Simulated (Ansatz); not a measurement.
The parent structure is CaF2 in the fluorite structure (space group Fm-3m, No. 225).

```xyz
3
Lattice="0.0000 2.7102 2.7102 2.7102 0.0000 2.7102 2.7102 2.7102 0.0000" Properties=species:S:1:pos:R:3 pbc="T T T"
Ca     0.0000     0.0000     0.0000
F      1.3551     1.3551     1.3551
F      4.0653     4.0653     4.0653
```

Cartesian axes are those of the cell as printed.

All numbers come from PBEsol (Ansatz, a quantum-chemistry and plane-wave program, PAW, no spin-orbit coupling), earlier PAW set.

Strains are applied to the cell and any free atomic positions relax; under biaxial strain the out-of-plane vector relaxes too.

One change was made to it. Results:

The pressure (mean of the normal stresses, compression positive) rises by 0.114 GPa, from -0.01 GPa to 0.11 GPa; the energy goes up by 2.7 meV/atom; the shortest interatomic distance decreases by 0.025 Å, from 2.347 Å to 2.322 Å.

Problem. Which of these changes matches the shifts?
A) biaxial strain +2.25 %, plane normal [001], relaxed out of plane
B) tensor shear ε_xz = −2.23 %
C) biaxial strain −1.45 %, plane normal [001], relaxed out of plane

Solution. B, tensor shear ε_xz = −2.23 %. For comparison, the pressure in the other runs: biaxial strain +2.25 %, plane normal [001], relaxed out of plane gives -2.62 GPa; biaxial strain −1.45 %, plane normal [001], relaxed out of plane gives 1.88 GPa.

Stability against distortions was not tested.
